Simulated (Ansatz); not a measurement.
Crystal: PbO2.

```
CELL_PARAMETERS angstrom
4.99496 0.00000 0.00000
0.00000 4.99496 0.00000
0.00000 0.00000 3.40900
ATOMIC_POSITIONS crystal
Pb 0.50000 0.50000 0.50000
Pb 0.00000 0.00000 0.00000
O 0.69257 0.69257 0.00000
O 0.80743 0.19257 0.50000
O 0.19257 0.80743 0.50000
O 0.30743 0.30743 0.00000
```

The cell is a database's computed one.

A run of Ansatz 0.2.0 on this cell left the log below. Logs are shortened: lines on timing, memory, paths and dates and some standing lists are left out, and cuts for length are marked.

```text
Warning: RAYON_NUM_THREADS=2 ignored (pool sized by the plan → 2); use --threads N
scf.n_extra_bands = 15 over 26 filled bands (N_el = 52.0): the run solves 41 bands
Engine: ansatz 0.2.0, x86_64-unknown-linux-gnu
Pseudopotentials: kind: paw
Pseudopotential: Pb, paw, valence charge 14, recommended cutoff 420 eV (normal), Pb.paw.azcp
Pseudopotential: O, paw, valence charge 6, recommended cutoff 420 eV (normal), O.paw.azcp
Functional definition: SPW92
  exchange = slater_x
  correlation = pw_c
Crystal: 6 atoms, lattice volume = 85.053 Å³
Basis set: ecut = 420 eV, 1663 PW (Γ)
Bands: 41, of which v1, the nominal top of the filled ones, is band 26 counted from 1 (25 counted from 0)
Symmetry: 16 space group operations
Space group: P42/mnm (ITA 136), of the structure as read, at distance tolerance 4.4e-5 Å
k-points: 24 of 150
Non-local potential: Pb, projectors of the file, l = 0: 2, l = 1: 2, l = 2: 2, l = 3: 2
Non-local potential: O, projectors of the file, l = 0: 2, l = 1: 2, l = 2: 1
PAW form: soft (Blöchl's): semilocal exchange-correlation on the pseudo side does not see the compensation charge
PAW frozen core: Pb, regenerated for the run's functional, and the local potential with it (the file was generated under x = pbe(κ = 0.804, μ = 0.2195149727645171), c = pbe(β = 0.06672455060314922))
PAW frozen core: O, regenerated for the run's functional, and the local potential with it (the file was generated under x = pbe(κ = 0.804, μ = 0.2195149727645171), c = pbe(β = 0.06672455060314922))
PAW one-centre angular grid: Pb, 590 points (default); XC on 64 Gauss nodes
PAW one-centre angular grid: O, 110 points (default); XC on 64 Gauss nodes
[... 17 lines left out ...]
Internal energy: -25420.719978 eV  (E = F + TS)
E sigma→0 (E₀):  -25420.721370 eV
Entropy (-TS):   -0.002784 eV (-0.464 meV/atom)
Fermi energy:    7.585377 eV
--- Per-component energies (eV) ---
  E_band       = -104.044827
  E_kinetic    = 1276.521492
  E_local      = -3441.487983  (includes V_loc(G=0)·N_el)
  E_nonlocal   = 918.765298
  E_hartree    = 1313.319741
  E_xc         = -717.624121
  E_vxc        = -627.754398  (∫ρ·V_xc dr)
  E_paw        = -20816.542831  (= ΣΔE_a)
  E_vpaw       = -856.738534  (= ΣTr[D̂ρ^β])
  E_aug_tail   = 0.009790  (compensation charges beyond the density's cutoff)
  E_ewald      = -3953.913622
  E_core_change = 0.232259  (= ΣΔE_core)
  E_smearing   = -0.002784  (= −TS)
  E_closure    = 0.000000  (closes the sum)
  Σ components = -25420.722762   (vs F -25420.722762, Δ=0.00e0)
--- Forces (eV/Å), atoms counted from 1 ---
  atom   1  Pb     0.00000000     0.00000000     0.00000000
  atom   2  Pb     0.00000000    -0.00000000     0.00000000
  atom   3  O     -0.03973003    -0.03973003     0.00000000
  atom   4  O      0.03973003    -0.03973003     0.00000000
  atom   5  O     -0.03973003     0.03973003     0.00000000
  atom   6  O      0.03973003     0.03973003     0.00000000
  max |Σ_I F_I| component: 2.08e-17 eV/Å
--- Stress (GPa, compression-positive) ---
       -3.804955       0.000000       0.000000
        0.000000      -3.804955       0.000000
        0.000000       0.000000      -4.475085
  P = ⅓ Tr σ = -4.0283 GPa (-40.283 kbar)
--- Band table (eV; the first three rows and the last of 24) ---
  k-point 0: bands = ["-10.5393", "-10.4396", "-8.6839", "-8.6839", "-7.9564", "-7.7424", "-7.7140", "-7.7140", "-7.5217", "-7.4068", "-7.3693", "-7.3549", "-7.3549", "-5.1900", "-0.6253", "4.1184", "4.1666", "4.1666", "5.4224", "5.5171", "5.7195", "6.8327", "6.8941", "6.8941", "6.9163", "6.9163", "7.6113", "11.6132", "13.1888", "13.1888", "16.8562", "17.2069", "18.3162", "18.3162", "19.0454", "19.3343", "20.9015", "22.8526", "25.5787", "25.5787", "26.3123"]
  k-point 1: bands = ["-10.3257", "-10.2884", "-9.2319", "-9.2319", "-7.9017", "-7.6666", "-7.5035", "-7.4273", "-7.4273", "-7.3966", "-7.3717", "-6.9768", "-6.9768", "-5.4016", "-0.7557", "3.5097", "4.0876", "4.3708", "4.3708", "5.5386", "5.9950", "6.0622", "6.0622", "6.9964", "6.9964", "7.4317", "8.2207", "11.7944", "14.1214", "14.1214", "15.6881", "18.2242", "18.2242", "18.3863", "18.7325", "19.0701", "21.0279", "21.8117", "23.7374", "23.7374", "25.4830"]
  k-point 2: bands = ["-9.9423", "-9.8712", "-9.7967", "-9.7967", "-7.6717", "-7.4991", "-7.4906", "-7.4906", "-7.4598", "-7.3838", "-7.3676", "-6.0806", "-6.0806", "-6.0752", "-0.7459", "1.4899", "4.1740", "4.4801", "4.4801", "5.2562", "5.2562", "5.3068", "5.8762", "6.8781", "6.8781", "6.9665", "9.9719", "11.7734", "15.3541", "15.8331", "15.8331", "17.4755", "17.8797", "17.8797", "19.2115", "19.4076", "20.4771", "21.1480", "22.2538", "22.2538", "24.7708"]
  k-point 23: bands = ["-10.1766", "-10.0326", "-9.6629", "-9.4222", "-7.5420", "-7.5332", "-7.4021", "-7.3998", "-7.3549", "-7.3438", "-7.1962", "-6.9346", "-5.7113", "-5.5493", "-0.4520", "-0.3180", "3.5199", "3.5499", "4.3013", "5.5003", "5.5739", "6.6308", "6.7693", "6.8084", "6.9405", "6.9750", "10.3660", "10.4322", "15.2289", "15.7627", "16.7801", "17.1222", "17.4350", "17.4520", "20.0908", "20.6059", "21.3575", "21.4804", "22.0268", "23.6559", "24.3916"]
```

Task: What input gives this log?

Result: Band structure with LDA, no spin polarisation. The files as run (others can give the same):

input.yaml
```yaml
crystal:
  lattice:
    - [4.99495987, 0.0, 0.0]
    - [0.0, 4.99495987, 0.0]
    - [0.0, 0.0, 3.40900096]
  atoms:
    - { symbol: Pb, position: [0.5, 0.5, 0.5] }
    - { symbol: Pb, position: [0.0, 0.0, 0.0] }
    - { symbol: O, position: [0.69257104, 0.69257104, 0.0] }
    - { symbol: O, position: [0.80742896, 0.19257104, 0.5] }
    - { symbol: O, position: [0.19257104, 0.80742896, 0.5] }
    - { symbol: O, position: [0.30742896, 0.30742896, 0.0] }
hamiltonian:
  xc: lda
  pseudopotentials: { kind: paw }
kpoints:
  mp_grid: { grid: [5, 5, 6] }
  band_path:
    path:
      - [[0.0, 0.0, 0.0], [0.0, 0.5, 0.0], [0.5, 0.5, 0.0], [0.0, 0.0, 0.0], [0.0, 0.0, 0.5], [0.0, 0.5, 0.5], [0.5, 0.5, 0.5], [0.0, 0.0, 0.5]]
      - [[0.0, 0.5, 0.0], [0.0, 0.5, 0.5]]
      - [[0.5, 0.5, 0.0], [0.5, 0.5, 0.5]]
    npoints: 14
scf:
  occupations: { method: fermi_dirac, width: 0.05 }
  n_extra_bands: 15
output:
  forces: true
  stress: true
  eigenvalues: true
  fatbands: false
```

Potentials or basis: Ansatz PAW.
The run is started by
```console
$ ansatz run input.yaml --threads 2 --pin off --max-ram 5632MiB --backend cpu --events-out ev --progress --plain --runs-dir out
```

Caveat: the pressure holds a Pulay correction of +0.8 GPa for the finite cutoff; spin-orbit coupling is left out, which moves the levels of the heavy elements; the PAW data sets come from PBE, with cores solved anew for the run's functional, which leaves a small shift of forces and pressure.
